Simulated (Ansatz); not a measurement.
CaS (rocksalt) (r2SCAN geometry), in Ansatz:

```cif
data_structure
_symmetry_space_group_name_H-M 'P 1'
_symmetry_Int_Tables_number 1
_cell_length_a 4.0276
_cell_length_b 4.0276
_cell_length_c 4.0276
_cell_angle_alpha 60.000
_cell_angle_beta 60.000
_cell_angle_gamma 60.000
_cell_volume 46.20
loop_
_atom_site_label
_atom_site_type_symbol
_atom_site_fract_x
_atom_site_fract_y
_atom_site_fract_z
_atom_site_occupancy
Ca1 Ca 0.00000 0.00000 0.00000 1
S1 S 0.50000 0.50000 0.50000 1
```

G0W0@PBE with 173 empty bands, a screening cutoff of 140 eV and a 4×4×4 mesh (PAW, contour deformation) gives 4.096 eV over the mesh points, from a PBE gap of 2.355 eV; it sums over 181 bands with 169 plane waves in the screening and a wave cutoff of 420 eV. No extrapolation in bands, cutoff or mesh was made for G0W0. No spin polarisation and no zero-point or thermal motion.

**Question.** Estimate the gap with potentials of the kind norm-conserving.

**Answer.** 4.045 eV (-0.051 eV), from a Kohn-Sham gap of 2.358 eV.

**Question.** Estimate the gap with mesh 6×6×6, empty bands 75, screening cutoff 80 eV.

**Answer.** 3.969 eV (-0.127 eV), from a Kohn-Sham gap of 2.363 eV.

**Question.** Estimate the gap with starting point HSE06.

**Answer.** 4.532 eV (+0.436 eV), from a Kohn-Sham gap of 3.411 eV.

**Question.** Estimate the gap with empty bands 75, screening cutoff 80 eV.

**Answer.** 3.947 eV (-0.149 eV), from a Kohn-Sham gap of 2.355 eV.
